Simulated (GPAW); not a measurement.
The system is CdTe.

```
Te Cd
1.0
     0.00000    3.20500    3.20500
     3.20500    0.00000    3.20500
     3.20500    3.20500    0.00000
Te Cd
1 1
Cartesian
  4.8075 4.8075 4.8075
  0.0000 0.0000 0.0000
```

Program: GPAW 26.7.0. Alike in all runs: task band structure; cell as given; cutoff (eV) 600; smearing fermi-dirac 0.05 eV.

**Question.** Order these runs on this cell by their pressure, lowest first.
A. level RPBE; potentials or basis the program's PAW data sets (release 1.2.1) made for this functional, pw; spin SOC, no magnetisation; k mesh 6 × 6 × 6; band points 100; spin axis theta (degrees) 90; spin axis phi (degrees) 45
B. level PBEsol; potentials or basis PAW data sets generated in the run's folder for this functional, pw; spin SOC, no magnetisation; k mesh 5 × 5 × 5; band points 60; spin axis theta (degrees) 0; spin axis phi (degrees) 0
C. level LDA; potentials or basis the program's PAW data sets (release 1.2.1) made for this functional, pw; spin off; k mesh 7 × 7 × 7; band points 60
D. level TASK; potentials or basis GPAW PAW data sets (gpaw-data 1.2.1), pw; spin SOC, no magnetisation; k mesh 6 × 6 × 6; band points 60; spin axis theta (degrees) 0; spin axis phi (degrees) 0

**Answer.** C (-0.5 GPa), B (1.3 GPa), A (5.6 GPa), D (7.3 GPa).

Caveats: spin-orbit coupling was added after a scalar SCF, so levels and gaps hold it while energy, forces, pressure and moments don't (some runs); the PAW data sets were made with another functional, which shifts forces and pressure a little (some runs).

Not every run made on this cell is shown here.
